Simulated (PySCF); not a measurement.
# Bonding in `C1CC[NH2+]CC1`

Compound: C5H12N (charge +1).
SMILES with atom numbers: `[CH2:1]1[CH2:2][CH2:3][NH2+:4][CH2:5][CH2:6]1` (hydrogens: H7, H8 on C1; H9, H10 on C2; H11, H12 on C3; H13, H14 on N4; H15, H16 on C5; H17, H18 on C6)

Cartesian coordinates in Å at the PBE0-D3(BJ)/def2-SVP level; atoms count from 1:
```xyz
18
C5H12N angstrom
C     -0.7311    1.1146   -0.6392
C      0.6852    1.2936   -0.1025
C      1.4596   -0.0093   -0.1216
N      0.7017   -1.0694    0.6268
C     -0.6858   -1.2914    0.0941
C     -1.4636    0.0095    0.1144
H     -0.6929    0.8688   -1.7143
H     -1.2872    2.0592   -0.5583
H      1.2476    2.0293   -0.6963
H      0.6596    1.6923    0.9274
H      1.5890   -0.3921   -1.1451
H      2.4511    0.0763    0.3446
H      1.2273   -1.9511    0.6148
H      0.6369   -0.7946    1.6160
H     -1.1508   -2.0766    0.7065
H     -0.5619   -1.6768   -0.9291
H     -1.6475    0.3129    1.1605
H     -2.4549   -0.1827   -0.3220
```

Bond orders from the PBE0/pcSseg-1 density (PySCF). Geometry: PBE0-D3(BJ)/def2-SVP, one conformer, isolated ion.

Problem. Where do the orders between heavy atoms depart from those drawn in the SMILES?

Solution. The largest departure is 0.141, at C3–N4 (drawn single, 0.859) and N4–C5 (drawn single, 0.859). Drawn single, order below 0.88: C3–N4 (0.859) and N4–C5 (0.859). The SMILES, with its formal charges, is one Lewis structure only.

Problem. Give the Mayer order of every bond between heavy atoms, beside its length.

Solution. 
```tsv
bond	drawn as	length (Å)	Mayer order
C1–C2	single	1.525	1.029
C2–C3	single	1.516	1.033
C3–N4	single	1.503	0.859
N4–C5	single	1.503	0.859
C5–C6	single	1.516	1.033
C6–C1	single	1.525	1.029
```

Problem. And the bonds to hydrogen?

Solution. C–H: 0.93 to 0.94 (10 bonds); H–N: 0.90 (2 bonds).

Problem. Sum the orders of all bonds at each heavy atom with more than one neighbour and set the sums beside the valence in the SMILES.

Solution. C1 3.938 (drawn 4), C2 3.933 (drawn 4), C3 3.761 (drawn 4), N4 3.520 (drawn 4), C5 3.761 (drawn 4), C6 3.933 (drawn 4). Orders between atoms that aren't bonded are not in these sums.

For a closed shell the Mayer order of atoms A and B is Σ (PS)μν (PS)νμ over the basis functions μ on A and ν on B, with P the density and S the overlap matrix.
